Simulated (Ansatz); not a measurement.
The system is Ga.

```
Ga
1.0
     2.77842    0.00000    0.00000
     0.00000    3.28161    0.00000
    -1.34343    0.00000    3.99027
Ga
2
Direct
  0.13460 0.75000 0.77017
  0.86540 0.25000 0.22983
```

This isn't the form of Ga at room conditions, which is orthorhombic.

| Item | Value |
| --- | --- |
| Program | Ansatz 0.2.0 |
| Task | single point |
| Functional | PBE |
| Potentials or basis | all-electron LAPW, scalar-relativistic |
| Cutoff | 251 eV (chosen from the basis error) |
| Basis error allowed | 0.001 eV/atom |
| k mesh | 10 × 8 × 7 |
| Occupations | fermi-dirac, width 0.05 eV |
| Spin | no spin polarisation |

On this cell: pressure 3.1 GPa; largest force 0.086 eV/Å; band gap on the k mesh none (metal or under the smearing width).

The same run follows on a disturbed copy (atoms moved at random, drawn with an rms of 0.05 Å):

```xyz
2
Lattice="2.7784 0.0000 0.0000 0.0000 3.2816 0.0000 -1.3434 0.0000 3.9903" Properties=species:S:1:pos:R:3 pbc="T T T"
Ga   -0.6658    2.4533    3.0615
Ga    2.0773    0.8443    0.9079
```

Task: What does the disturbed cell give?

Result: The energy (extrapolated to zero smearing) moves by +0.5 meV/atom; pressure 3.1 GPa; largest force 0.098 eV/Å; band gap on the k mesh none (metal or under the smearing width).

Forces on the atoms (eV/Å):
```
Ga  -0.011  0.062 -0.075
Ga   0.011 -0.062  0.075
```

Stress tensor (GPa, compression positive):
```
 3.72  0.02 -0.36
 0.02  1.93  0.00
-0.36  0.00  3.62
```
